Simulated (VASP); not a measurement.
# MnS (Fm-3m) in VASP: notebook

One crystal, MnS, is run at these levels: PBE+U; tasks: relaxation of cell and atoms.

Program: VASP 6.6.1. These are calculated values, not measurements. Logs are shortened: lines on timing, memory, paths and dates and some standing lists are left out, and cuts for length are marked.

## Step 1: The structure

It takes space group Fm-3m (No. 225, cubic). The conventional cell has a = 4.771 Å, b = 4.771 Å, c = 4.771 Å, α = 90.00°, β = 90.00°, γ = 90.00°. Around Mn (site symmetry m-3m) lie 6 S at 2.39 Å. S (site symmetry m-3m) is surrounded by 6 Mn at 2.39 Å.

## Step 2: Relaxation of cell and atoms, PBE+U, collinear spin, ferromagnetic start, target pressure 30 GPa, at which the enthalpy is minimised

INCAR

```
  PREC = Accurate
  ENCUT = 520
  EDIFF = 1E-7
  ISMEAR = 0
  SIGMA = 0.1
  LREAL = False
  LASPH = True
  NELM = 150
  ALGO = Normal
  ISIF = 3
  LWAVE = False
  LCHARG = False
  ISPIN = 2
  MAGMOM = 5 0
  LORBIT = 11
  LMAXMIX = 4
  LDAU = True
  LDAUTYPE = 2
  LDAUL = 2 -1
  LDAUU = 1.9 0
  LDAUJ = 0 0
  LDAUPRINT = 1
  GGA = PE
  IBRION = 2
  NSW = 80
  EDIFFG = -0.002
  PSTRESS = 300.0
```

KPOINTS

```
Automatic mesh
0
Gamma
  14 14 14
```

POSCAR

```
MnS                                     
1.0
   -0.0000000000      2.3853323224      2.3853323224
    2.3853323224     -0.0000000000      2.3853323224
    2.3853323224      2.3853323224     -0.0000000000
  Mn              S             
     1     1
Direct
     0.0000000000000000    0.0000000000000000    0.0000000000000000
     0.5000000000000000    0.5000000000000000    0.5000000000000000
```

Potentials or basis: VASP PAW PBE potentials, release 64 (Mn_pv, S).

Launch:

```
$ cat potpaw_PBE.64/Mn_pv/POTCAR potpaw_PBE.64/S/POTCAR > POTCAR
$ mpirun -np 1 vasp_std > vasp.out
```

OUTCAR:

```text
PREC = Accurate
   ENCUT = 520
   EDIFF = 1E-7
   ISMEAR = 0
   LREAL = False
   LASPH = True
   NELM = 150
   ISIF = 3
   ISPIN = 2
   LORBIT = 11
   GGA = PE
   IBRION = 2
   NSW = 80
   EDIFFG = -0.002
   PSTRESS = 300.0

 ion  position               nearest neighbor table
   1  0.000  0.000  0.000-   2 2.39   2 2.39   2 2.39   2 2.39   2 2.39   2 2.39
   2  0.500  0.500  0.500-   1 2.39   1 2.39   1 2.39   1 2.39   1 2.39   1 2.39

  LATTYP: Found a face centered cubic cell.
 ALAT       =     4.7706646448

  Lattice vectors:

 A1 = (   0.0000000000,   2.3853323224,   2.3853323224)
 A2 = (   2.3853323224,   0.0000000000,   2.3853323224)
 A3 = (   2.3853323224,   2.3853323224,   0.0000000000)

Analysis of symmetry for initial positions (statically):
=====================================================================
 Subroutine PRICEL returns:
 Original cell was already a primitive cell.

 Routine SETGRP: Setting up the symmetry group for a
 face centered cubic supercell.

 Subroutine GETGRP returns: Found 48 space group operations
 (whereof 48 operations were pure point group operations)
 out of a pool of 48 trial point group operations.

The static configuration has the point symmetry O_h .

Analysis of symmetry for dynamics (positions and initial velocities):
=====================================================================
 Subroutine PRICEL returns:
 Original cell was already a primitive cell.

 Routine SETGRP: Setting up the symmetry group for a
 face centered cubic supercell.

 Subroutine GETGRP returns: Found 48 space group operations
 (whereof 48 operations were pure point group operations)
 out of a pool of 48 trial point group operations.

The dynamic configuration has the point symmetry O_h .

Analysis of structural, dynamic, and magnetic symmetry:
=====================================================================
 Subroutine PRICEL returns:
 Original cell was already a primitive cell.

 Routine SETGRP: Setting up the symmetry group for a
 face centered cubic supercell.

 Subroutine GETGRP returns: Found 48 space group operations
 (whereof 48 operations were pure point group operations)
 out of a pool of 48 trial point group operations.

The overall configuration has the point symmetry O_h .

 Subroutine INISYM returns: Found 48 space group operations
 (whereof 48 operations are pure point group operations),
 and found     1 'primitive' translations

----------------------------------------------------------------------------------------

                                     Primitive cell

  volume of cell :      27.1442

  direct lattice vectors                    reciprocal lattice vectors
     0.000000000  2.385332322  2.385332322    -0.209614399  0.209614399  0.209614399
     2.385332322  0.000000000  2.385332322     0.209614399 -0.209614399  0.209614399
     2.385332322  2.385332322  0.000000000     0.209614399  0.209614399 -0.209614399

  length of vectors
     3.373369321  3.373369321  3.373369321     0.363062788  0.363062788  0.363062788

  position of ions in fractional coordinates (direct lattice)
     0.000000000  0.000000000  0.000000000
     0.500000000  0.500000000  0.500000000

  ion indices of the primitive-cell ions
   primitive index   ion index
                 1           1
                 2           2

----------------------------------------------------------------------------------------

 KPOINTS: Automatic mesh

Automatic generation of k-mesh.
 Grid dimensions read from file:
 generate k-points for:   14   14   14

 Generating k-lattice:

  Cartesian coordinates                     Fractional coordinates (reciprocal lattice)
    -0.014972457  0.014972457  0.014972457     0.071428571  0.000000000  0.000000000
     0.014972457 -0.014972457  0.014972457     0.000000000  0.071428571  0.000000000
     0.014972457  0.014972457 -0.014972457     0.000000000  0.000000000  0.071428571

  Length of vectors
     0.025933056  0.025933056  0.025933056

  Shift w.r.t. Gamma in fractional coordinates (k-lattice)
     0.000000000  0.000000000  0.000000000

 Subroutine IBZKPT returns following result:
 ===========================================

 Found    104 irreducible k-points:

 Following reciprocal coordinates:
            Coordinates               Weight
  0.000000  0.000000  0.000000      1.000000
  0.071429  0.000000  0.000000      8.000000
  0.142857  0.000000  0.000000      8.000000
  0.214286  0.000000  0.000000      8.000000
  0.285714  0.000000  0.000000      8.000000
  0.357143  0.000000  0.000000      8.000000
[... 16 lines left out ...]
  0.214286  0.142857  0.000000     24.000000
  0.285714  0.142857  0.000000     24.000000
 [... further k-points ...]
   k-points           NKPTS =    104   k-points in BZ     NKDIM =    104   number of bands    NBANDS=     16
   number of dos      NEDOS =    301   number of ions     NIONS =      2
   total plane-waves  NPLWV =  21952
   dimension x,y,z NGX =    28 NGY =   28 NGZ =   28
   dimension x,y,z NGXF=    56 NGYF=   56 NGZF=   56
   ions per type =               1   1
   NGX,Y,Z   is equivalent  to a cutoff of  13.80, 13.80, 13.80 a.u.
   NGXF,Y,Z  is equivalent  to a cutoff of  27.60, 27.60, 27.60 a.u.
 SYSTEM =  unknown system
   PREC   = accura    normal or accurate (medium, high low for compatibility)
   ISTART =      0    job   : 0-new  1-cont  2-samecut
   ICHARG =      2    charge: 1-file 2-atom 10-const
   ISPIN  =      2    spin polarized calculation?
   LNONCOLLINEAR =      F non collinear calculations
   LSORBIT =      F    spin-orbit coupling
   LASPH  =      T    aspherical Exc in radial PAW
   ENCUT  =  520.0 eV  38.22 Ry    6.18 a.u.   6.27  6.27  6.27*2*pi/ulx,y,z
   NELM   =    150;   NELMIN=  2; NELMDL= -5     # of ELM steps
   EDIFF  = 0.1E-06   stopping-criterion for ELM
   LREAL  =      F    real-space projection
   EDIFFG = -.2E-02   stopping-criterion for IOM
   NSW    =     80    number of steps for IOM
   IBRION =      2    ionic relax: 0-MD 1-quasi-New 2-CG
   NFREE  =      1    steps in history (QN), initial steepest desc. (CG)
   ISIF   =      3    stress and relaxation
   ISYM   =      2    0-nonsym 1-usesym 2-fastsym
   POTIM  = 0.5000    time-step for ionic-motion
   TEBEG  =    0.0;   TEEND  =   0.0 temperature during run
   PSTRESS=  300.0 pullay stress
   NELECT =      19.0000    total number of electrons
   NUPDOWN=      -1.0000    fix difference up-down
   EMIN   =  10.00;   EMAX   =-10.00  energy-range for DOS
   EFERMI =   0.00;   METHOD = LEGACY
   ISMEAR =     0;   SIGMA  =   0.10  broadening in eV -4-tet -1-fermi 0-gaus
   EFERMI_NEDOS =   21; number of points for ismear=-14 and -15
   IALGO  =     38    algorithm
   IMIX   =      4    mixing-type and parameters
     AMIX     =   0.40;   BMIX     =  1.00
     AMIX_MAG =   1.60;   BMIX_MAG =  1.00
  volume/ion in A,a.u.               =      13.57        91.59
  Fermi-wavevector in a.u.,A,eV,Ry     =   1.453563  2.746835 28.747000  2.112845
  Thomas-Fermi vector in A             =   2.570815
   LORBIT       =     11    0 simple, 1 ext, 2 COOP (PROOUT), +10 PAW based schemes
 LDA+U is selected, type is set to LDAUTYPE =  2
   angular momentum for each species LDAUL =     2   -1
   U (eV)           for each species LDAUU =   1.9  0.0
   J (eV)           for each species LDAUJ =   0.0  0.0
   GGA     = PE    functional components
   LHFCALC =     F    Hartree Fock is set to
   AEXX    =    0.0000 exact exchange contribution
   IVDW    =     0    specifies the selected vdW correction
   LEPSILON=     F    determine dielectric tensor
   LRPA    =     F    only Hartree local field effects (RPA)
 conjugate gradient relaxation of ions
 spin polarized calculation
 Gauss-broadening in eV      SIGMA  =   0.10
  energy-cutoff  :      520.00
  volume of cell :       27.14
 maximum number of plane-waves:       748
 NGX is ok and might be reduce to    28
   NGX = 13   NGY = 13   NGZ = 13

--------------------------------------- Ionic step        1  -------------------------------------------

 number of electron      19.0000004 magnetization       4.3828287

 Free energy of the ion-electron system (eV)
  ---------------------------------------------------
  ext. energy  EPLUGINS =         0.00000000
  ---------------------------------------------------
  free energy    TOTEN  =       -12.76029816 eV

  energy without entropy =      -12.75640861  energy(sigma->0) =      -12.75835339

------------------------ aborting loop because EDIFF is reached ----------------------------------------

  FORCE on cell =-STRESS in cart. coord.  units (eV):
  Direction    XX          YY          ZZ          XY          YZ          ZX
  --------------------------------------------------------------------------------------
  -------------------------------------------------------------------------------------
  Total        5.0735985      5.0735985      5.0735985     -0.0000000     -0.0000000      0.0000000
  in kB      299.4677109    299.4677109    299.4677109     -0.0000000     -0.0000000      0.0000000
  external PRESSURE =      -0.5322891 kB  Pullay stress =     300.0000000 kB
[... 55 lines left out ...]
  FREE ENERGIE OF THE ION-ELECTRON SYSTEM (eV)
  ---------------------------------------------------
  free  energy   TOTEN  =       -12.7569825907 eV

  energy  without entropy=      -12.7530714716  energy(sigma->0) =      -12.75502703

  enthalpy is  TOTEN    =        -7.6776821386 eV   P V=        5.0793004521

atom =   1  type =  1  l = 2

 onsite density matrix

spin component  1

  0.9161 -0.0000  0.0000 -0.0000 -0.0000
 -0.0000  0.9161 -0.0000 -0.0000  0.0000
  0.0000 -0.0000  0.8865 -0.0000 -0.0000
 -0.0000 -0.0000 -0.0000  0.9161  0.0000
 -0.0000  0.0000 -0.0000  0.0000  0.8865

spin component  2

  0.0933  0.0000  0.0000 -0.0000 -0.0000
  0.0000  0.0933  0.0000  0.0000 -0.0000
  0.0000  0.0000  0.1413  0.0000  0.0000
 -0.0000  0.0000  0.0000  0.0933 -0.0000
 -0.0000 -0.0000  0.0000 -0.0000  0.1413

 occupancies and eigenvectors

  o =  0.0933  v =  0.0000  0.0000  0.0000  0.0000  0.0000  1.0000 -0.0022 -0.0000  0.0025  0.0000      0.0000  0.0000  0.0000  0.0000  0.0000  0.0000  0.0000  0.0000  0.0000  0.0000
  o =  0.0933  v =  0.0000  0.0000  0.0000  0.0000  0.0000 -0.0026 -0.0435  0.0000  0.9990  0.0000      0.0000  0.0000  0.0000  0.0000  0.0000  0.0000  0.0000  0.0000  0.0000  0.0000
  o =  0.0933  v =  0.0000  0.0000  0.0000  0.0000  0.0000  0.0021  0.9991 -0.0000  0.0435 -0.0000      0.0000  0.0000  0.0000  0.0000  0.0000  0.0000  0.0000  0.0000  0.0000  0.0000
  o =  0.1413  v =  0.0000  0.0000  0.0000  0.0000  0.0000  0.0000 -0.0000  0.9929 -0.0000 -0.1190      0.0000  0.0000  0.0000  0.0000  0.0000  0.0000  0.0000  0.0000  0.0000  0.0000
  o =  0.1413  v =  0.0000  0.0000  0.0000  0.0000  0.0000 -0.0000  0.0000  0.1190 -0.0000  0.9929      0.0000  0.0000  0.0000  0.0000  0.0000  0.0000  0.0000  0.0000  0.0000  0.0000
  o =  0.8865  v =  0.0000 -0.0000 -0.9988 -0.0000 -0.0499  0.0000  0.0000  0.0000  0.0000  0.0000      0.0000  0.0000  0.0000  0.0000  0.0000  0.0000  0.0000  0.0000  0.0000  0.0000
  o =  0.8865  v =  0.0000 -0.0000 -0.0499 -0.0000  0.9988  0.0000  0.0000  0.0000  0.0000  0.0000      0.0000  0.0000  0.0000  0.0000  0.0000  0.0000  0.0000  0.0000  0.0000  0.0000
  o =  0.9161  v =  0.0000  0.9987 -0.0000  0.0500  0.0000  0.0000  0.0000  0.0000  0.0000  0.0000      0.0000  0.0000  0.0000  0.0000  0.0000  0.0000  0.0000  0.0000  0.0000  0.0000
  o =  0.9161  v =  1.0000  0.0000  0.0000  0.0000  0.0000  0.0000  0.0000  0.0000  0.0000  0.0000      0.0000  0.0000  0.0000  0.0000  0.0000  0.0000  0.0000  0.0000  0.0000  0.0000
  o =  0.9161  v =  0.0000  0.0500  0.0000 -0.9987 -0.0000  0.0000  0.0000  0.0000  0.0000  0.0000      0.0000  0.0000  0.0000  0.0000  0.0000  0.0000  0.0000  0.0000  0.0000  0.0000

--------------------------------------- Ionic step        3  -------------------------------------------

 number of electron      19.0000003 magnetization       4.3818183

 Free energy of the ion-electron system (eV)
  ---------------------------------------------------
  ext. energy  EPLUGINS =         0.00000000
  ---------------------------------------------------
  free energy    TOTEN  =       -12.75854709 eV

  energy without entropy =      -12.75464644  energy(sigma->0) =      -12.75659676

 E-fermi :  10.0388     XC(G=0): -11.9918

 val. band max:       10.0214061366   @ k =   0.5000   0.2857   0.0714
 cond. band min:      10.0451676630   @ k =  -0.2143   0.0714   0.0000
 fundamental gap:      0.0237615264
 Fermi energy:        10.0388387087

 spin component 1

 k-point     1 :       0.0000    0.0000    0.0000
  band No.  band energies     occupation
      1     -40.6768      1.00000
      2     -40.6768      1.00000
      3     -40.6768      1.00000
      4      -6.5854      1.00000
      5       5.4751      1.00000
      6       5.4751      1.00000
[... 8 lines left out ...]
     15      18.9996      0.00000
     16      18.9996      0.00000
[... 926 lines left out ...]
  FREE ENERGIE OF THE ION-ELECTRON SYSTEM (eV)
  ---------------------------------------------------
  free  energy   TOTEN  =       -12.7585470884 eV

  energy  without entropy=      -12.7546464365  energy(sigma->0) =      -12.75659676

  enthalpy is  TOTEN    =        -7.6776832390 eV   P V=        5.0808638493

 reached required accuracy - stopping structural energy minimisation

 total charge

# of ion       s       p       d       tot
------------------------------------------
    1        0.276   6.275   5.058  11.608
    2        1.331   2.508   0.000   3.838
--------------------------------------------------
tot          1.606   8.782   5.058  15.446

 magnetization (x)

# of ion       s       p       d       tot
------------------------------------------
    1        0.058   0.057   3.951   4.066
    2        0.029   0.049   0.000   0.078
--------------------------------------------------
tot          0.087   0.106   3.951   4.144
```

Run time: 3.5 min. Hardware: 1 thread of Intel Xeon Platinum 8259CL at 2.50GHz (Skylake/Cascade Lake), shared host; peak memory 0.22 GiB.

Results:

| Item | Value |
| --- | --- |
| Free energy | -12.7585 eV |
| Relaxed volume | 13.57 Å³/atom |
| Relaxed cell | a = 3.373 Å, b = 3.373 Å, c = 3.373 Å, α = 60.00°, β = 60.00°, γ = 60.00° |
| Space group after relaxing (to 0.05 Å) | Fm-3m (No. 225) |
| Energy change on relaxing (the enthalpy is what falls) | +0.9 meV/atom |
| Ionic steps | 3 |
| Pressure after relaxing | 30.0 GPa |
| Band gap on the k mesh | none (metal or under the smearing width) |
| Net moment | 4.38 μB per cell |
| Site moments | Mn +4.07; S +0.08 μB |
| Valence electrons inside the program's atomic spheres | Mn 11.61; S 3.84 |

Step by step:
```tsv
step	energy change (eV)	largest force (eV/Å)	pressure (GPa)	volume (Å³)
1	0.0000	0.0000	29.95	27.14
2	0.0033	0.0000	30.05	27.13
3	0.0018	0.0000	30.00	27.13
```

Final structure:
```
CELL_PARAMETERS angstrom
0.00000 2.38506 2.38506
2.38506 0.00000 2.38506
2.38506 2.38506 0.00000
ATOMIC_POSITIONS crystal
Mn 0.00000 0.00000 0.00000
S 0.50000 0.50000 0.50000
```

Eigenvalues of the final occupation matrices:
```
    site  spin  trace               eigenvalues
site 1 d     1   4.52  0.89 0.89 0.92 0.92 0.92
site 1 d     2   0.56  0.09 0.09 0.09 0.14 0.14
```

Caveat: the cell is relaxed towards a set pressure, so the enthalpy falls and the energy may rise; a cell with one magnetic atom can't hold antiferromagnetic order, which such compounds often take.

## Step 3: Relaxation of cell and atoms, PBE+U, collinear spin, ferromagnetic start, target pressure 4.8 GPa, at which the enthalpy is minimised

This run uses another cell than the first one, of 15.74 Å³/atom, 1.160 times its volume.

INCAR, as its differences from that of step 2:

```diff
@@ -26,2 +26,2 @@
   EDIFFG = -0.002
-  PSTRESS = 300.0
+  PSTRESS = 48.0
```

KPOINTS is that of step 2.

POSCAR

```
MnS                                     
1.0
    0.0000000000      2.5059650418      2.5059650418
    2.5059650418      0.0000000000      2.5059650418
    2.5059650418      2.5059650418      0.0000000000
  Mn              S             
     1     1
Direct
     0.0000000000000000    1.0000000000000000    0.0000000000000000
     0.5000000000000000    0.5000000000000000    0.5000000000000000
```

Potentials or basis: VASP PAW PBE potentials, release 64 (Mn_pv, S).

Launch:

```
$ cat potpaw_PBE.64/Mn_pv/POTCAR potpaw_PBE.64/S/POTCAR > POTCAR
$ mpirun -np 1 vasp_std > vasp.out
```

It took 10 min on 1 thread of Intel Xeon Platinum 8259CL at 2.50GHz (Skylake/Cascade Lake), shared host; peak memory 0.24 GiB.

The run converged. Its results:

```
Free energy                                            : -13.4363 eV
Relaxed volume                                         : 17.06 Å³/atom
Relaxed cell                                           : a = 3.641 Å, b = 3.641 Å, c = 3.641 Å, α = 60.00°, β = 60.00°, γ = 60.00°
Space group after relaxing (to 0.05 Å)                 : Fm-3m (No. 225)
Energy change on relaxing (the enthalpy is what falls) : -69.2 meV/atom
Ionic steps                                            : 17
Pressure after relaxing                                : 4.8 GPa
Band gap on the k mesh                                 : none (metal or under the smearing width)
Net moment                                             : 4.93 μB per cell
Site moments                                           : Mn +4.46; S +0.12 μB
Valence electrons inside the program's atomic spheres  : Mn 11.32; S 3.78
```

The path:
```
step  energy change (eV)  largest force (eV/Å)  pressure (GPa)  volume (Å³)
   1              0.0000                0.0000           11.99        31.47
   2             -0.1553                0.0000            3.20        34.80
   3             -0.1391                0.0000            4.76        34.15
   4             -0.1375                0.0000            4.88        34.09
   5             -0.1375                0.0000            4.89        34.09
   6             -0.1375                0.0000            4.88        34.09
   7             -0.1375                0.0000            4.88        34.09
   8             -0.1375                0.0000            4.89        34.09
   9             -0.1375                0.0000            4.89        34.09
  10             -0.1375                0.0000            4.89        34.10
  11             -0.1375                0.0000            4.89        34.10
  12             -0.1376                0.0000            4.89        34.10
  13             -0.1376                0.0000            4.88        34.10
  14             -0.1377                0.0000            4.87        34.10
  15             -0.1378                0.0000            4.86        34.10
  16             -0.1380                0.0000            4.85        34.11
  17             -0.1385                0.0000            4.81        34.13
```

Final structure:
```
CELL_PARAMETERS angstrom
0.00000 2.57445 2.57445
2.57445 0.00000 2.57445
2.57445 2.57445 0.00000
ATOMIC_POSITIONS crystal
Mn 0.00000 0.00000 0.00000
S 0.50000 0.50000 0.50000
```

Levels at points of the mesh, in eV from the Fermi level:
Spin up:
```tsv
k point	band 8	band 9	band 10	band 11	band 12	band 13	band 14	band 15	band 16
(0.00, 0.00, 0.00)	-4.25	-4.25	-1.85	-1.85	-1.85	1.95	8.46	8.46	8.46
(0.50, 0.00, 0.00)	-3.81	-3.81	-3.30	0.11	0.11	2.80	5.36	5.36	8.88
(0.50, 0.50, 0.00)	-3.67	-3.67	-3.55	-3.55	-3.12	0.84	5.21	10.47	12.25
```
Spin down:
| k point | band 5 | band 6 | band 7 | band 8 | band 9 | band 10 |
| --- | --- | --- | --- | --- | --- | --- |
| (0.00, 0.00, 0.00) | -1.61 | -1.61 | -1.61 | 0.94 | 0.94 | 0.94 |
| (0.50, 0.00, 0.00) | -6.53 | -3.25 | -3.25 | 2.11 | 2.11 | 2.27 |
| (0.50, 0.50, 0.00) | -5.72 | -3.22 | -3.22 | -0.42 | 1.45 | 2.09 |

Eigenvalues of the final occupation matrices:
| site | spin | trace | eigenvalues |
| --- | --- | --- | --- |
| site 1 d | 1 | 4.66 | 0.92 0.92 0.92 0.94 0.94 |
| site 1 d | 2 | 0.28 | 0.03 0.03 0.03 0.10 0.10 |

Caveat: the cell is relaxed towards a set pressure, so the enthalpy falls and the energy may rise; a cell with one magnetic atom can't hold antiferromagnetic order, which such compounds often take. The state reached can hang on the start; a lower one may exist.
